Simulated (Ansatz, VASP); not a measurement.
## KI in VASP and in Ansatz

The input POSCAR:

```
KI
1.0
    4.2909401140      0.0000000000      0.0000000000
    0.0000000000      4.2909401140      0.0000000000
    0.0000000000      0.0000000000      4.2909401140
K I
1 1
Direct
    0.0000000000      0.0000000000      0.0000000000
    0.5000000000      0.5000000000      0.5000000000
```

The input INCAR.step1:

```
SYSTEM = KI
PREC = Accurate
ENCUT = 520
ISMEAR = 0
SIGMA = 0.01
LREAL = .FALSE.
LASPH = .TRUE.
NELM = 100
NBANDS = 15
GGA = PE
ALGO = Normal
EDIFF = 1E-4
LWAVE = .TRUE.
LCHARG = .FALSE.
```

The input INCAR.step2:

```
SYSTEM = KI
PREC = Accurate
ENCUT = 520
EDIFF = 1E-6
ISMEAR = 0
SIGMA = 0.01
LREAL = .FALSE.
LASPH = .TRUE.
NELM = 100
ALGO = Normal
ISIF = 2
LWAVE = .FALSE.
LCHARG = .FALSE.
METAGGA = R2SCAN
LMIXTAU = .TRUE.
NBANDS = 15
ISTART = 1
```

The input KPOINTS:

```
regular mesh
0
G
  4 4 4
  0 0 0
```

Input for Ansatz:

```yaml
crystal:
  lattice:
    - [4.290940114, 0.0, 0.0]
    - [0.0, 4.290940114, 0.0]
    - [0.0, 0.0, 4.290940114]
  atoms:
    - { symbol: K, position: [0.0, 0.0, 0.0] }
    - { symbol: I, position: [0.5, 0.5, 0.5] }
kpoints:
  mp_grid: { grid: [4, 4, 4] }
hamiltonian:
  xc: r2scan
scf:
  occupations: { method: fixed }
  n_extra_bands: 4
output:
  forces: true
  stress: true
  eigenvalues: true
accuracy: low
```

Alike in both runs: task single point; functional r2SCAN; k mesh 4 × 4 × 4; no spin polarisation.

```csv
,VASP,Ansatz
version,VASP 6.6.1,Ansatz 0.2.0
potentials or method,"VASP PAW PBE potentials, release 64 (K_sv, I)",plane waves
plane-wave cutoff (eV),520,500
occupations,"gaussian, width 0.01 eV",fixed
valence electrons in the cell,16,26
```

|  | VASP | Ansatz | Ansatz less VASP |
| --- | --- | --- | --- |
| gap on the k mesh at the Fermi level (eV) | 4.04 | 4.04 | +0.002 |
| pressure (GPa) | 0.1 | 0.1 | +0.01 |

The two sets of potentials don't hold the same shells in valence.

Caveats: the PAW data sets were made with another functional, which shifts forces and pressure a little (VASP); spin-orbit coupling is left out, which moves the levels of the heavy elements. A k mesh can miss the band edges. r2SCAN opens gaps a little over a GGA but as a rule still falls short of measured ones.
